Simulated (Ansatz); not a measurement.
Crystal: CuO.

```
CELL_PARAMETERS angstrom
2.87950 0.00000 0.00000
0.03907 2.87928 0.00000
0.01750 0.01724 5.17634
ATOMIC_POSITIONS crystal
Cu 0.98699 0.50655 0.99987
Cu 0.48639 0.00099 0.50254
O 0.99593 0.99062 0.74703
O 0.00004 0.99172 0.25001
```

The cell comes from a database or a generator and needn't be the stable form of this composition.

The cell isn't the ideal one: atoms moved at random, drawn with an rms of 0.05 Å.

A run of Ansatz 0.2.0 on this cell left the log below. Logs are shortened: lines on timing, memory, paths and dates and some standing lists are left out, and cuts for length are marked.

```text
Warning: RAYON_NUM_THREADS=2 ignored (pool sized by the plan → 2); use --threads N
Cu: projections on atomic orbitals take those of the free atom 1s2 2s2 2p6 3s2 3p6 3d10 4s1, of charge +0.00 (hamiltonian.pseudopotentials.projection_atoms)
O: projections on atomic orbitals take those of the free atom 1s2 2s2 2p4, of charge +0.00 (hamiltonian.pseudopotentials.projection_atoms)
LAPW: plane waves up to 11.085 Å⁻¹, error target 1.0e-3 eV per atom; small_component_spin mean_spin; O in spheres of 0.848 Å, 8 of its electrons in bands, Dirac shells []; Cu in spheres of 1.046 Å, 19 of its electrons in bands, Dirac shells [] (how accurate: hamiltonian.pseudopotentials.lapw.basis_error, Limitations)
Engine: ansatz 0.2.0, aarch64-unknown-linux-gnu
Pseudopotentials: kind: all_electron
Pseudopotential: Cu, LAPW, valence charge 19, lapw/all_electron/scalar/gaussian/Cu, Koelling and Harmon's equation, gaussian nucleus
Pseudopotential: O, LAPW, valence charge 8, lapw/all_electron/scalar/gaussian/O, Koelling and Harmon's equation, gaussian nucleus
Functional definition: PBE
  parameter kappa = 0.804
  parameter beta = 0.06672455060314922
  exchange = pbe_x(kappa = kappa, mu = beta*pi^2/3)
  correlation = pbe_c(beta = beta)
Crystal: 4 atoms, lattice volume = 42.916 Å³
Basis set: ecut = 468.1852961683988 eV, 983 PW (Γ), exchange–correlation at level 2
Bands: 33, of which v1, the nominal top of the filled ones, is band 27 counted from 1 (26 counted from 0)
Symmetry: 1 space group operations
Space group: P1 (ITA 1), of the structure as read, at distance tolerance 3.5e-5 Å
k-points: 203 of 405 (time reversal used)
Non-local potential: Cu, projectors of the file, none
Non-local potential: O, projectors of the file, none
Initial density: superposition of atomic densities (chi_scale 0.1, normalization cell, long waves kept (reshape's long-wave potential 0.01 eV rms))
[... 23 lines left out ...]
SCF converged after 16 iterations
Free energy (F): -94162.633538 eV
Harris-Foulkes:  -94162.633538 eV  (|F-HF|=3.23e-9)
Internal energy: -94162.614010 eV  (E = F + TS)
E sigma→0 (E₀):  -94162.623774 eV
Entropy (-TS):   -0.019528 eV (-4.882 meV/atom)
Fermi energy:    11.381555 eV
--- Per-component energies (eV) ---
  E_band       = -2888.549454
  E_kinetic    = 95708.621831
  E_xc         = -4143.944194
  E_electrostatic = -185727.291647  (all electrons and nuclei)
  E_smearing   = -0.019528  (= −TS)
  E_closure    = 0.000000  (closes the sum)
  E_atoms      = -94142.871920  (free atoms, spherical and without spin; not in F)
  Σ components = -94162.633538   (vs F -94162.633538, Δ=0.00e0)
  Basis errors (estimates in eV, not in F): energy 4.3e-4 per atom: plane waves 4.0e-4 (2.4e-4 summed), levels above the bands 2.8e-99, relativity 1.0e-7, radial functions 3.8e-5, core shells 1.5e-8; eigenvalues (radial functions only) 3.9e-6; not estimated: angular momenta, meshes, grids; target (lapw.basis_error) 1.0e-3; muffin-tin radii O 0.848 Å, Cu 1.046 Å
--- Forces (eV/Å), atoms counted from 1 ---
  atom   1  Cu     0.11811182    -0.66551239    -0.01060110
  atom   2  Cu     0.53373245    -0.10853363    -0.32459001
  atom   3  O     -0.33658133     0.40537189     0.28881649
  atom   4  O     -0.31526878     0.36867473     0.04637799
  max |Σ_I F_I| component: 5.83e-6 eV/Å
--- Stress (GPa, compression-positive) ---
        6.918099       0.082771      -0.098946
        0.082771       6.337892      -0.233231
       -0.098946      -0.233231       5.136493
  P = ⅓ Tr σ = 6.1308 GPa (61.308 kbar)
--- Band table (eV; the first three rows and the last of 203) ---
  k-point 0: bands = ["-495.4205", "-495.3804", "-101.4509", "-101.4018", "-58.9383", "-58.9033", "-58.8825", "-58.8490", "-58.6229", "-58.5887", "-8.6744", "-7.3622", "2.9623", "5.7616", "5.8667", "7.4612", "7.7395", "7.8524", "8.0534", "8.2633", "8.5506", "8.9179", "8.9615", "8.9789", "9.0428", "9.3548", "12.0288", "12.0916", "12.8500", "17.5579", "18.6888", "24.9767", "26.1521"]
  k-point 1: bands = ["-495.4205", "-495.3804", "-101.4509", "-101.4018", "-58.9383", "-58.9032", "-58.8825", "-58.8491", "-58.6229", "-58.5887", "-8.5698", "-7.5126", "3.3465", "5.7765", "5.8838", "7.2145", "7.6171", "7.6547", "7.7076", "7.9634", "8.7793", "8.9547", "9.0329", "9.1798", "9.2912", "9.3343", "11.8629", "11.9231", "13.3622", "16.6247", "19.9375", "25.0895", "25.6682"]
  k-point 2: bands = ["-495.4205", "-495.3804", "-101.4509", "-101.4018", "-58.9383", "-58.9032", "-58.8825", "-58.8492", "-58.6229", "-58.5887", "-8.2828", "-7.8714", "4.3785", "5.6759", "5.8739", "6.0264", "7.4210", "7.4378", "7.7537", "7.8845", "8.9057", "8.9700", "9.0160", "9.0596", "9.7427", "9.7641", "11.5289", "11.5911", "14.3904", "15.4882", "21.8952", "23.9757", "25.4419"]
  k-point 202: bands = ["-495.4205", "-495.3804", "-101.4500", "-101.4011", "-58.9527", "-58.9013", "-58.8833", "-58.8481", "-58.6234", "-58.6006", "-7.9079", "-7.2297", "4.2172", "4.3945", "5.5111", "5.8514", "6.8906", "7.2139", "8.1863", "8.6572", "8.7011", "8.8789", "9.0554", "9.3032", "9.5144", "9.8187", "11.2604", "11.8532", "15.2953", "17.0072", "19.1485", "22.0543", "22.9710"]
--- Löwdin populations: 4 sites ---
  site symbol       q [e]
     0     Cu     27.9943
     1     Cu     27.9825
     2      O      8.9019
     3      O      8.8991
  spilling = 0.003003 (of n_electrons = 74.000000)
```

Q: What input gives this log?

A: Single point with PBE, no spin polarisation. The files as run (others can give the same):

input.yaml
```yaml
crystal:
  lattice:
    - [2.8795009639, 0.0, 0.0]
    - [0.039072758, 2.8792794796, 0.0]
    - [0.0174953863, 0.0172449008, 5.1763391994]
  atoms:
    - { symbol: Cu, position: [-0.01301, 0.506555, -0.000129] }
    - { symbol: Cu, position: [0.486387, 0.000991, 0.502537] }
    - { symbol: O, position: [0.995926, -0.009379, 0.747028] }
    - { symbol: O, position: [3.9e-05, 0.991715, 0.250013] }
kpoints:
  mp_grid: { grid: [9, 9, 5] }
scf:
  occupations: { method: fermi_dirac, width: 0.05 }
hamiltonian:
  xc: pbe
  pseudopotentials: { kind: all_electron, lapw: { basis_error: 0.001 } }
output:
  forces: true
  stress: true
  eigenvalues: true
  populations: true
```

Potentials or basis: all-electron LAPW, scalar-relativistic.
The run is started by
```console
$ ansatz run input.yaml --threads 2 --pin off --max-ram 6144MiB --backend cpu --events-out ev --progress --plain --runs-dir out
```

Caveat: the run has no spin polarisation, though such a crystal can be magnetic; semilocal functionals often make such compounds metallic where correlation or magnetic order opens a gap, which also shifts bond lengths.
